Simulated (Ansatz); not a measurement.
# Si8O17: the cost of one run

All numbers below are computed with Ansatz 0.2.0 (DFT PBEsol, plane waves, PAW, scalar-relativistic, collinear spin).

### 1 Starting point

The cell holds 25 atoms (O17Si8): a = 5.872 Å, b = 5.872 Å, c = 5.318 Å, α = 90.00°, β = 90.00°, γ = 90.00°.

The coordinates stand in the first input below.

### 2 Relaxing end A

input.yaml reads:

```yaml
crystal:
  lattice:
    - [-4.152, -4.152, 0.0]
    - [4.152, -4.152, 0.0]
    - [0.0, 0.0, 5.318]
  atoms:
    - { symbol: Si, position: [0.5, 0.5, 0.0] }
    - { symbol: Si, position: [0.0, 0.5, 0.25] }
    - { symbol: O, position: [0.1937, 0.5, 0.0] }
    - { symbol: O, position: [0.0, 0.1937, 0.25] }
    - { symbol: O, position: [0.8063, 0.5, 0.0] }
    - { symbol: O, position: [0.0, 0.8063, 0.25] }
    - { symbol: Si, position: [0.5, 0.5, 0.5] }
    - { symbol: Si, position: [0.0, 0.5, 0.75] }
    - { symbol: O, position: [0.1937, 0.5, 0.5] }
    - { symbol: O, position: [0.0, 0.1937, 0.75] }
    - { symbol: O, position: [0.8063, 0.5, 0.5] }
    - { symbol: O, position: [0.0, 0.8063, 0.75] }
    - { symbol: Si, position: [0.0, 0.0, 0.0] }
    - { symbol: Si, position: [0.5, 0.0, 0.25] }
    - { symbol: O, position: [0.6937, 0.0, 0.0] }
    - { symbol: O, position: [0.5, 0.6937, 0.25] }
    - { symbol: O, position: [0.3063, 0.0, 0.0] }
    - { symbol: O, position: [0.5, 0.3063, 0.25] }
    - { symbol: Si, position: [0.0, 0.0, 0.5] }
    - { symbol: Si, position: [0.5, 0.0, 0.75] }
    - { symbol: O, position: [0.6937, 0.0, 0.5] }
    - { symbol: O, position: [0.5, 0.6937, 0.75] }
    - { symbol: O, position: [0.3063, 0.0, 0.5] }
    - { symbol: O, position: [0.5, 0.3063, 0.75] }
    - { symbol: O, position: [0.24822, 0.7485636, 0.3728613], spin: 1.0 }
magnetization:
  spin_polarized: true
basis:
  ecutwfc: 420.0
kpoints:
  mp_grid: { grid: [2, 2, 3] }
hamiltonian:
  xc: pbesol
  pseudopotentials: { kind: paw, azcp: { folder: soft_1 } }
scf:
  occupations: { method: gaussian, width: 0.02 }
  lower_state_search: "off"
relax:
  f_tol: 0.03
  max_steps: 60
  adjacent_minimum: "off"
```

The run is started by

```console
$ ansatz run input.yaml --threads 2 --pin off --max-ram 5120MiB --backend cpu --events-out ev --progress --plain --runs-dir out
```

What time and memory should one allow on 2 threads of Arm Neoverse V1, shared host?

About 3.7 min, with a peak of 0.54 GiB.
